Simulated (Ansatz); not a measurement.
# Sr (Im-3m) in Ansatz: reference runs

How does Sr come out in PBE? The cell is run as given and disturbed.

Everything below comes from runs of Ansatz 0.2.0. Logs are shortened: lines on timing, memory, paths and dates and some standing lists are left out, and cuts for length are marked.

## Step 1: The crystal as given

It takes space group Im-3m (No. 229, cubic). The conventional cell has a = 4.870 Å, b = 4.870 Å, c = 4.870 Å, α = 90.00°, β = 90.00°, γ = 90.00°. Sr (site symmetry m-3m) is surrounded by 8 Sr at 4.22 Å.

This isn't the form of Sr at room conditions, which is fcc.

## Step 2: Single point, PBE

Contents of input.yaml:

```yaml
crystal:
  lattice:
    - [-2.435, 2.435, 2.435]
    - [2.435, -2.435, 2.435]
    - [2.435, 2.435, -2.435]
  atoms:
    - { symbol: Sr, position: [0.0, 0.0, 0.0] }
hamiltonian:
  xc: pbe
  pseudopotentials: { kind: paw }
kpoints:
  mp_grid: { grid: [8, 8, 8] }
scf:
  occupations: { method: fermi_dirac, width: 0.05 }
output:
  forces: true
  stress: true
  eigenvalues: true
```

Potentials or basis: Ansatz PAW.

Command:

```
ansatz run input.yaml --threads 1 --pin off --max-ram 2560MiB --backend cpu --events-out ev --progress --plain --runs-dir out
```

Output:

```text
Warning: RAYON_NUM_THREADS=1 ignored (pool sized by the plan → 1); use --threads N
Engine: ansatz 0.2.0, x86_64-unknown-linux-gnu
Pseudopotentials: kind: paw
Pseudopotential: Sr, paw, valence charge 10, recommended cutoff 420 eV (normal), Sr.paw.azcp
Functional definition: PBE
  parameter kappa = 0.804
  parameter beta = 0.06672455060314922
  exchange = pbe_x(kappa = kappa, mu = beta*pi^2/3)
  correlation = pbe_c(beta = beta)
Crystal: 1 atoms, lattice volume = 57.751 Å³
Basis set: ecut = 420 eV, 1157 PW (Γ), exchange–correlation on 60×60×60 points (8 copies of the dense FFT grid, shifted against one another)
Bands: 9, of which v1, the nominal top of the filled ones, is band 5 counted from 1 (4 counted from 0)
Symmetry: 48 space group operations
Space group: Im-3m (ITA 229), of the structure as read, at distance tolerance 3.9e-5 Å
k-points: 29 of 512
Non-local potential: Sr, projectors of the file, l = 0: 3, l = 1: 2, l = 2: 2
PAW form: soft (Blöchl's): semilocal exchange-correlation on the pseudo side does not see the compensation charge
PAW one-centre angular grid: Sr, 110 points (default); XC on 64 Gauss nodes
Initial density: superposition of atomic densities (neutral atoms: chi_scale 0, normalization atom), corrected by the library's trained network
Initial wavefunctions: pseudopotential atomic-orbital guess
Functional: x = pbe(κ = 0.804, μ = 0.2195149727645171), c = pbe(β = 0.06672455060314922)
SCF iter   1: F=—  HF=-3544.211955 eV  |F-HF|=—  |Δ(HF+E_count)|=         —  Δρ=7.13e-4  dr2=1.44e-4  ethr=1.77e-3  ⟨swp⟩=7.3  Hψ=2290  notcnv=0
preconditioner: auto → Kerker (q_TF=auto, 2.037 Å⁻¹)  [metal: Δε(μ)=0.066 eV  Ē_g=3.428 eV  σ=0.050 eV  W_gap=0.31  n_scr=12 (ndim 8)  ℏωp=6.9 eV  f_vac=0.000  D(μ)=1.09/eV (n_scr^D=12)]
SCF iter   2: F=—  HF=-3544.212421 eV  |F-HF|=—  |Δ(HF+E_count)|=   4.65e-4  Δρ=3.49e-4  dr2=4.53e-5  ethr=1.44e-6  ⟨swp⟩=3.3  Hψ=788  notcnv=0
SCF iter   3: F=—  HF=-3544.212505 eV  |F-HF|=—  |Δ(HF+E_count)|=   8.38e-5  Δρ=1.00e-4  dr2=4.24e-6  ethr=4.53e-7  ⟨swp⟩=2.1  Hψ=316  notcnv=0
SCF iter   4: F=—  HF=-3544.212509 eV  |F-HF|=—  |Δ(HF+E_count)|=   4.28e-6  Δρ=3.39e-5  dr2=5.74e-7  ethr=4.24e-8  ⟨swp⟩=1.9  Hψ=291  notcnv=0
iter 5 did not close the SCF: its close was put off for the readings that it lacked (scf_convergence_deferred on its scf_iter line)
SCF iter   5: F=-3544.212509 eV  HF=-3544.212509 eV  |F-HF|=1.55e-9  |Δ(HF+E_count)|=   4.08e-7  Δρ=5.89e-6  dr2=1.92e-8  ethr=5.74e-9  ⟨swp⟩=2.0  Hψ=296  notcnv=0
SCF iter   6: F=-3544.212509 eV  HF=-3544.212509 eV  |F-HF|=2.00e-11  |Δ(HF+E_count)|=   1.37e-9  Δρ=1.70e-6  dr2=1.23e-9  ethr=1.92e-10  ⟨swp⟩=3.2  Hψ=1211  notcnv=0
SCF 1 converged in 6 iterations: F = -3544.212509 eV  dr2 = 1.23e-9
SCF converged after 6 iterations
Free energy (F): -3544.212509 eV
Harris-Foulkes:  -3544.212509 eV  (|F-HF|=2.00e-11)
Internal energy: -3544.202994 eV  (E = F + TS)
E sigma→0 (E₀):  -3544.207751 eV
Entropy (-TS):   -0.009516 eV (-9.516 meV/atom)
Fermi energy:    4.743408 eV
--- Per-component energies (eV) ---
  E_band       = -140.246006
  E_kinetic    = 241.004086
  E_local      = -784.094768  (includes V_loc(G=0)·N_el)
  E_nonlocal   = 202.763615
  E_hartree    = 199.877178
  E_xc         = -171.026296
  E_vxc        = -158.980028  (∫ρ·V_xc dr)
  E_paw        = -2694.701433  (= ΣΔE_a)
  E_vpaw       = -40.694005  (= ΣTr[D̂ρ^β])
  E_aug_tail   = -0.000001  (compensation charges beyond the density's cutoff)
  E_ewald      = -538.025375
  E_smearing   = -0.009516  (= −TS)
  E_closure    = 0.000000  (closes the sum)
  Σ components = -3544.212509   (vs F -3544.212509, Δ=0.00e0)
--- Forces (eV/Å), atoms counted from 1 ---
  atom   1  Sr     0.00000000    -0.00000000     0.00000000
  max |Σ_I F_I| component: 4.93e-31 eV/Å
--- Stress (GPa, compression-positive) ---
       -0.700449       0.000000      -0.000000
        0.000000      -0.700449      -0.000000
       -0.000000      -0.000000      -0.700449
  P = ⅓ Tr σ = -0.7004 GPa (-7.004 kbar)
--- Band table (eV; the first three rows and the last of 29) ---
  k-point 0: bands = ["-31.9391", "-13.8344", "-13.8344", "-13.8344", "1.1766", "7.0651", "7.0651", "7.0651", "8.3324"]
  k-point 1: bands = ["-31.9374", "-13.8594", "-13.8427", "-13.8343", "1.4283", "6.8531", "6.8738", "7.3057", "8.0859"]
  k-point 2: bands = ["-31.9331", "-13.9189", "-13.8626", "-13.8343", "2.1317", "6.1674", "6.4311", "8.0049", "8.0935"]
  k-point 28: bands = ["-31.9177", "-13.9546", "-13.9546", "-13.9546", "4.6741", "4.6741", "8.1446", "8.1446", "8.1446"]
```

Run time: 0.81 s. Hardware: 1 thread of Intel Xeon at 2.60GHz (Ice Lake), shared host; peak memory 0.31 GiB.

What came out:

```
Free energy            : -3544.2125 eV
Pressure               : -0.7 GPa
Band gap on the k mesh : none (metal or under the smearing width)
```

Caveat: the cell was measured hot, at 901 K.

## Step 3: Single point, PBE (cell strained at random at fixed volume)

Contents of input.yaml:

```yaml
crystal:
  lattice:
    - [-2.380167, 2.477591, 2.424693]
    - [2.377946, -2.518589, 2.46347]
    - [2.365612, 2.504034, -2.465691]
  atoms:
    - { symbol: Sr, position: [0.013603, 0.005981, -0.013902] }
hamiltonian:
  xc: pbe
  pseudopotentials: { kind: paw }
kpoints:
  mp_grid: { grid: [8, 8, 8] }
scf:
  occupations: { method: fermi_dirac, width: 0.05 }
output:
  forces: true
  stress: true
  eigenvalues: true
```

Potentials or basis: Ansatz PAW.

Command:

```
ansatz run input.yaml --threads 1 --pin off --max-ram 2560MiB --backend cpu --events-out ev --progress --plain --runs-dir out
```

Run time: 6 s. Hardware: 1 thread of Intel Xeon at 2.60GHz (Ice Lake), shared host; peak memory 0.46 GiB.

Results (log left out):

| Property | Result |
| --- | --- |
| Free energy | -3544.2116 eV |
| Pressure | -0.7 GPa |
| Band gap on the k mesh | none (metal or under the smearing width) |

Stress tensor (GPa, compression positive):
```
-0.64  0.08  0.01
 0.08 -0.70  0.20
 0.01  0.20 -0.69
```

Levels at points of the mesh, in eV from the Fermi level:
| k point | band 1 | band 2 | band 3 | band 4 | band 5 | band 6 | band 7 | band 8 | band 9 |
| --- | --- | --- | --- | --- | --- | --- | --- | --- | --- |
| (0.00, 0.00, 0.00) | -36.68 | -18.58 | -18.58 | -18.58 | -3.57 | 2.18 | 2.33 | 2.48 | 3.42 |
| (0.00, 0.00, -0.50) | -36.67 | -18.75 | -18.63 | -18.58 | -0.95 | 0.19 | 1.20 | 3.35 | 4.09 |
| (0.00, -0.50, 0.00) | -36.67 | -18.75 | -18.63 | -18.58 | -0.92 | 0.22 | 1.09 | 3.51 | 4.15 |
| (0.00, -0.50, -0.50) | -36.67 | -18.74 | -18.63 | -18.57 | -1.06 | 0.04 | 1.37 | 3.27 | 4.02 |
| (-0.50, 0.00, 0.00) | -36.67 | -18.75 | -18.64 | -18.57 | -0.99 | 0.13 | 1.40 | 3.17 | 3.90 |
| (-0.50, 0.00, -0.50) | -36.67 | -18.74 | -18.63 | -18.58 | -0.93 | 0.22 | 1.09 | 3.52 | 4.15 |
| (-0.50, -0.50, 0.00) | -36.67 | -18.74 | -18.63 | -18.58 | -0.97 | 0.15 | 1.20 | 3.39 | 4.13 |
| (-0.50, -0.50, -0.50) | -36.66 | -18.71 | -18.69 | -18.69 | -0.11 | -0.03 | 3.11 | 3.35 | 3.76 |

Caveat: the cell was measured hot, at 901 K.
